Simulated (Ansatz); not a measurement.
BaF₂:
```
BaF2
1.0
    0.00000     3.06890     3.06890
    3.06890     0.00000     3.06890
    3.06890     3.06890     0.00000
Ba F
1 2
Direct
  0.00000   0.00000   0.00000
  0.25000   0.25000   0.25000
  0.75000   0.75000   0.75000
```

Relaxed with PBEsol. Special points in fractions of this cell's reciprocal vectors: Γ (0.000, 0.000, 0.000); X (0.500, 0.000, 0.500); U (0.625, 0.250, 0.625); K (0.375, 0.375, 0.750); L (0.500, 0.500, 0.500); W (0.500, 0.250, 0.750).

### Question
List the band energies nearest the valence-band maximum at these points for the program Ansatz at the PBEsol level (PAW).

### Answer
In eV from the valence-band maximum; about four levels below and three above (degenerate sets whole), none deeper than 8.9 eV; points with the same levels are listed once.

| k | below | above |
|---|---|---|
| Γ | -1.61 -1.61 -1.61 -0.12 -0.12 -0.12 | 6.83 9.31 9.31 |
| X | -0.41 -0.41 -0.31 -0.31 -0.21 | 7.29 9.14 10.92 |
| U | -0.54 -0.34 -0.27 -0.20 | 7.55 9.52 10.07 |
| L | -0.71 -0.38 -0.18 -0.18 | 9.26 9.32 9.32 |
| W | -0.37 -0.37 -0.35 -0.26 | 7.55 9.94 10.04 10.04 |

Space group Fm-3m (fluorite). Symmetry was held in the PBEsol relaxation. Scalar-relativistic: spin–orbit coupling is off unless named, which matters more the heavier the elements.

Potentials: the later of the program's two PAW sets.
